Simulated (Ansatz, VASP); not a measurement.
## Sb in VASP and in Ansatz

The input INCAR:

```
SYSTEM = Sb
PREC     = Accurate       ! precision mode
ENCUT    = 520            ! plane-wave cutoff, eV
EDIFF    = 1E-6           ! SCF threshold, eV
ISMEAR   = -1             ! smearing method
SIGMA    = 0.1            ! smearing width, eV
LREAL    = .False.        ! projectors in reciprocal space
LASPH    = .True.         ! aspherical terms in the spheres
NELM     = 100            ! most SCF steps
ALGO     = Normal         ! electronic algorithm
ISIF     = 2              ! what is computed and relaxed
LWAVE    = .False.        ! write WAVECAR
LCHARG   = .False.        ! write CHGCAR
GGA      = PE             ! functional
NBANDS   = 8              ! bands
```

Contents of KPOINTS:

```
Automatic mesh
0
Gamma
  11 11 11
  0 0 0
```

Contents of POSCAR:

```
Sb
1.0
    2.9761705179      0.0000000000      0.0000000000
    0.0000000000      2.9761705179      0.0000000000
    0.0000000000      0.0000000000      2.9761705179
Sb
1
Direct
    0.0000000000      0.0000000000      0.0000000000
```

Input for Ansatz:

```yaml
crystal:
  lattice:
    - [2.9761705179, 0.0, 0.0]
    - [0.0, 2.9761705179, 0.0]
    - [0.0, 0.0, 2.9761705179]
  atoms:
    - { symbol: Sb, position: [0.0, 0.0, 0.0] }
hamiltonian:
  xc: pbe
  pseudopotentials:
    kind: paw
    azcp:
      Sb: "pseudopotentials/Sb.paw.azcp"
basis:
  ecutwfc: 420
  fft_grid_basis: typed
kpoints:
  mp_grid: { grid: [11, 11, 11], shift: [0, 0, 0] }
magnetization:
  spin_polarized: false
scf:
  occupations: { method: fermi_dirac, width: 0.1 }
  lower_state_search: "off"
output:
  stress: true
```

Alike in both runs: task single point; functional PBE; k mesh 11 × 11 × 11; occupations fermi-dirac, width 0.1 eV; no spin polarisation.

|  | VASP | Ansatz |
| --- | --- | --- |
| version | VASP 6.6.1 | Ansatz 0.2.0 |
| potentials or method | VASP PAW PBE potentials, release 64 (Sb) | plane waves (420 eV) with PAW, scalar-relativistic |
| plane-wave cutoff (eV) | 520 | 420 |
| valence electrons in the cell | 5 | 15 |

Ansatz gave:

```
pressure (GPa) : 9.7
```

**Question.** Which values does VASP return?

**Answer.** Pressure (GPa): 9.8.

The two sets of potentials don't hold the same shells in valence.

Spin-orbit coupling is left out, which matters for the levels of Sb.
